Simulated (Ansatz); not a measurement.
# Is this NaI structure a true minimum?

The cell was reached from a generator's guess, though it ends in a space group that the Crystallography Open Database lists for this formula.

The calculation used Ansatz, DFT PBE+D3(BJ), scalar-relativistic, plane waves, PAW. Cutoff 420 eV; k points 8×8×8 on the computed 2-atom cell (Γ-centred); Gaussian smearing, width 0.02 eV; no spin polarisation.

The cell below (2 atoms, space group Fm-3m (No. 225)) is relaxed within its symmetry.

```
CELL_PARAMETERS angstrom
-2.24772 2.24772 3.18119
2.24772 -2.24772 3.18119
2.24772 2.24772 -3.18119
ATOMIC_POSITIONS crystal
Na 0.00000 0.00000 0.00000
I 0.50000 0.50000 0.00000
```

For the test a repeat of it with 8 atoms (edges 4.50, 7.79, 7.79 Å) was strained at random (σ = 1.5 % a component), the atoms were moved at random (σ = 0.15 Å), and all was relaxed again on a coarse 4×2×2 mesh (in the run’s order of axes) with 0.10 eV smearing, with no symmetry imposed.

These runs have no spin–orbit coupling, which can matter for I.

**Question.** Does it come back?

**Answer.** It returns, within 1 meV/atom of the unmoved cell on that mesh and with the same symmetry when read at 0.1 Å (P2_1/m at 0.01 Å, so small strains and shifts remain). So it is stable against the distortions that fit this cell and that this random move excites. Modes that don't fit the cell aren't tested.
